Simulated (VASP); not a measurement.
RbBr: single point with r2SCAN

Crystal: RbBr.

```
Rb Br
1.0
     4.11887    0.00000    0.00000
     0.00000    4.11887    0.00000
     0.00000    0.00000    4.18797
Rb Br
1 1
Direct
  0.00000 0.00000 0.00000
  0.50000 0.50000 0.50000
```

The cell comes from a database or a generator and needn't be the stable form of this composition.

```json
{
 "Program": "VASP 6.6.1",
 "Task": "single point",
 "Functional": "r2SCAN",
 "Potentials or basis": "VASP PAW PBE potentials, release 64 (Rb_sv, Br)",
 "Cutoff": "520 eV",
 "k mesh": "6 × 6 × 6",
 "Occupations": "gaussian, width 0.02 eV",
 "Spin": "no spin polarisation"
}
```

```
Pressure               : -0.1 GPa
Band gap on the k mesh : 4.76 eV, indirect (least direct gap 4.91 eV)
```

Stress tensor (GPa, compression positive):
```
 0.02  0.00  0.00
 0.00  0.02  0.00
 0.00  0.00 -0.48
```

Levels at points of the mesh, in eV from the valence-band top:
| k point | band 6 | band 7 | band 8 | band 9 | band 10 | band 11 |
| --- | --- | --- | --- | --- | --- | --- |
| (0.00, 0.00, 0.00) | -0.23 | -0.15 | -0.15 | 4.76 | 6.07 | 6.14 |
| (0.50, 0.00, 0.00) | -1.70 | -0.30 | -0.20 | 7.44 | 7.73 | 8.32 |
| (0.50, 0.50, 0.00) | -1.08 | -1.08 | -0.07 | 5.92 | 6.78 | 8.53 |
| (0.00, 0.00, 0.50) | -1.69 | -0.22 | -0.22 | 7.40 | 7.71 | 8.20 |
| (0.50, 0.00, 0.50) | -1.09 | -1.06 | 0.00 | 5.89 | 6.92 | 8.66 |
| (0.50, 0.50, 0.50) | -1.35 | -1.35 | -1.32 | 8.76 | 8.84 | 8.84 |

Wall time 2.3 min on 1 thread of AMD EPYC 7R13 Processor (Zen 3), with other jobs on the host, peak memory 0.18 GiB.

Caveat: the PAW data sets were made with another functional, which shifts forces and pressure a little. A k mesh can miss the band edges.
